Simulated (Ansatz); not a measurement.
## MnSi: computed properties

Method: DFT PBE, scalar-relativistic, plane waves, PAW (Ansatz).

Settings: cutoff 420 eV, Γ-centred mesh 8×8×8 on the computed 8-atom cell, Gaussian smearing of 0.10 eV; collinear spin from starting moments 1.09 1.09 1.09 1.09 0 0 0 0 μB.

The structure is relaxed at this level of theory with its symmetry kept.

```cif
data_structure
_symmetry_space_group_name_H-M 'P 1'
_symmetry_Int_Tables_number 1
_cell_length_a 4.5177
_cell_length_b 4.5177
_cell_length_c 4.5177
_cell_angle_alpha 90.000
_cell_angle_beta 90.000
_cell_angle_gamma 90.000
_cell_volume 92.21
loop_
_atom_site_label
_atom_site_type_symbol
_atom_site_fract_x
_atom_site_fract_y
_atom_site_fract_z
_atom_site_occupancy
Mn1 Mn 0.13641 0.13641 0.13641 1
Mn2 Mn 0.36359 0.86359 0.63641 1
Mn3 Mn 0.63641 0.36359 0.86359 1
Mn4 Mn 0.86359 0.63641 0.36359 1
Si1 Si 0.84519 0.84519 0.84519 1
Si2 Si 0.65481 0.15481 0.34519 1
Si3 Si 0.34519 0.65481 0.15481 1
Si4 Si 0.15481 0.34519 0.65481 1
```

```
Space group                                                       : P2_13 (No. 198)
Volume per atom                                                   : 77.8 bohr³
Formation energy from the elements' standard states (uncorrected) : -0.452 eV/atom
Kohn–Sham band gap                                                : none (metal)
Density of states at the Fermi level                              : 3.53 states/eV per cell
Löwdin character within 0.5 eV of the Fermi level                 : Mn 3d 90 %
Bulk modulus                                                      : 207 GPa
Its pressure derivative                                           : 4.0
Bader charges (e)                                                 : Mn (4 in the cell) 0.03, Si (4 in the cell) -0.03
Total moment                                                      : 3.92 μB per cell
Site moments (μB; atoms counted from 1 over the whole cell)       : Mn (atom 1) 0.99, Mn (atom 2) 0.99, Mn (atom 3) 0.99, Mn (atom 4) 0.99
```

Only this magnetic start was tried.

Cost: 6 runs of about 36 core-minutes in all, on Intel Xeon Processor @ 2.50GHz (Skylake/Cascade Lake) (shared hosts).